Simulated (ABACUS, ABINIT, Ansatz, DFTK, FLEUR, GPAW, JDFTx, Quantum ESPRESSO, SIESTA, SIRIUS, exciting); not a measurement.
Rh: 11 runs at one level of theory

```
CELL_PARAMETERS angstrom
-0.03933 1.88309 1.96246
1.90193 0.03281 1.89032
1.92465 1.83367 0.01009
ATOMIC_POSITIONS crystal
Rh 0.00477 0.00350 0.99418
```

The given cell was strained at random by a few per cent at fixed volume.

Alike in all runs: task single point; functional PBEsol; k mesh 12 × 12 × 12; occupations fermi-dirac, width 0.05 eV; no spin polarisation; no spin-orbit coupling. Pressure is positive in compression and, in plane waves, holds the error of the finite cutoff.

```
                                                                                      program and potentials  plane-wave cutoff (eV)                                                  notes  band gap (eV)  pressure (GPa)  energy over the undisturbed cell (meV/atom)
                                                 ABACUS, PseudoDojo NC SR 0.4.1 PBEsol standard, plane waves                    1211                17 valence electrons an atom on average         no gap           -2.07                                        43.11
                                                                           Quantum ESPRESSO, GBRV 1.5 PBEsol                     612                15 valence electrons an atom on average         no gap           -1.76                                        43.23
                                                          DFTK, PseudoDojo SR PBEsol 0.4.1 standard (PBEsol)                    1197                17 valence electrons an atom on average         no gap           -2.13                                            -
                                                             ABINIT, PseudoDojo NC SR PBEsol v0.4.1 standard                    1197                17 valence electrons an atom on average         no gap           -2.13                                            -
                                              JDFTx, PseudoDojo-SR-PBEsol-0.4.1-standard with smoothed tails                    1197                17 valence electrons an atom on average         no gap           -2.13                                        43.09
                                                           GPAW, PAW data sets generated for this functional                     600                15 valence electrons an atom on average         no gap           -0.13                                        42.86
                                                                                  FLEUR, all-electron, FLAPW                       -                                                      -         no gap               -                                        43.13
                                                              Ansatz, all-electron LAPW, scalar-relativistic                       -                                                      -         no gap           -2.47                                            -
SIESTA, files PseudoDojo sr-pbesol-0.4.1-standard, DZP (energy shift 0.003 Ry; two zetas on semicore shells)                       -  atomic basis; 17 valence electrons an atom on average         no gap            1.99                                        43.84
                             exciting, all-electron LAPW+lo, shipped species files, valence relativity iora*                       -                                                      -         no gap               -                                        43.76
                                              SIRIUS, PseudoDojo 0.4.1 PBEsol standard (scalar relativistic)                    1202                17 valence electrons an atom on average         no gap           -2.11                                            -
```

None finds a gap. The pressure spans -2.47 (Ansatz, all-electron LAPW, scalar-relativistic) to 1.99 GPa (SIESTA, files PseudoDojo sr-pbesol-0.4.1-standard, DZP (energy shift 0.003 Ry; two zetas on semicore shells)), with all-electron results at -2.47. The pressure on the cell as given of GPAW, PAW data sets generated for this functional; SIESTA, files PseudoDojo sr-pbesol-0.4.1-standard, DZP (energy shift 0.003 Ry; two zetas on semicore shells) lies far from the others; the cause wasn't traced. Rows in atomic bases carry the error of their basis and grid, which can be large.

Differences between rows come from potentials, basis sets and numerical settings, since the functional is the same but for its coding. Runs on potential files found faulty are left out.
